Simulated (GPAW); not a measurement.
Runs of GPAW 26.7.0 on Ge. Symmetry: Fd-3m, No. 227, cubic system. Conventional cell: a = 5.658 Å, b = 5.658 Å, c = 5.658 Å, α = 90.00°, β = 90.00°, γ = 90.00°. Around Ge (site symmetry -43m) lie 4 Ge at 2.45 Å. 

```csv
task,level,potentials or basis,cell,k mesh,cutoff (eV),maxiter,mesh quality,gap on the mesh (eV),V0 of scaled cells (Å³/atom),B0 (GPa)
equation of state,PW91+D4,"PAW data sets generated in the run's folder for this functional, pw",as given,8 × 8 × 8,600,150,not flagged,-,23.29,64
equation of state,AM05,"PAW data sets generated in the run's folder for this functional, pw",as given,8 × 8 × 8,600,150,not flagged,-,23.02,(b)
single point,BHandHLYP,"GPAW PAW data sets (gpaw-data 1.2.1), pw",as given,4 × 4 × 4,450,60,coarse,(a),-,-
single point,LDA,"the program's PAW data sets (release 1.2.1) made for this functional, pw",volume scaled by 1.08,6 × 6 × 6,450,80,not flagged,none,-,-
```

Alike in all rows: no spin polarisation; smearing fermi-dirac 0.05 eV.

Estimate the missing entries.

(a) 2.96; (b) 66.

Caveats: some runs use coarse meshes; exact exchange converges slowly with the k mesh, and this mesh is small (some runs); the PAW data sets were made with another functional, which shifts forces and pressure a little (some runs); the cutoff is short for stress and forces, so pressures can be off by a GPa or more (some runs).

A k mesh can miss the band edges, and the runs leave out spin-orbit coupling on Ge.

A gap of «none» marks a metal or a gap under the smearing width.

Runs at the PBE level aren't shown here.
